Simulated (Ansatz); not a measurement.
**Vibrational response of P**

Theory: DFT PBE, scalar-relativistic, plane waves, PAW in Ansatz 0.2.0. Settings: 420 eV plane-wave cutoff, Γ-centred 18×18×18 mesh, Fermi-Dirac smearing of 0.15 eV. No spin polarisation. Phonons by linear response, acoustic sum rule imposed.

Relaxed structure:
```yaml
crystal:
  lattice:
    - [1.73769, 1.00326, 3.07390]
    - [-1.73769, 1.00326, 3.07390]
    - [0.00000, -2.00652, 3.07390]
  atoms:
    - { symbol: P, position: [0.27047, 0.27047, 0.27047] }
    - { symbol: P, position: [0.72953, 0.72953, 0.72953] }
```

It was reached by relaxing an invented guess, and it needn't be the stable form of this composition. In a metal, frequencies depend on the k mesh and the smearing, soft modes most. This form isn't the element's ground state: it lies 43 meV/atom above the standard structure at this level. No dispersion correction is applied, so modes and constants that involve weak contacts between layers, chains or molecules come out too soft.

Optical modes at Γ:
| frequency (cm⁻¹) | degeneracy |
| --- | --- |
| 263 | 2 |
| 373 | 1 |

All 3 optical modes at Γ are real: no displacement of atoms at fixed cell lowers the energy to second order. Strains and modes at other wave vectors aren't tested by this run.
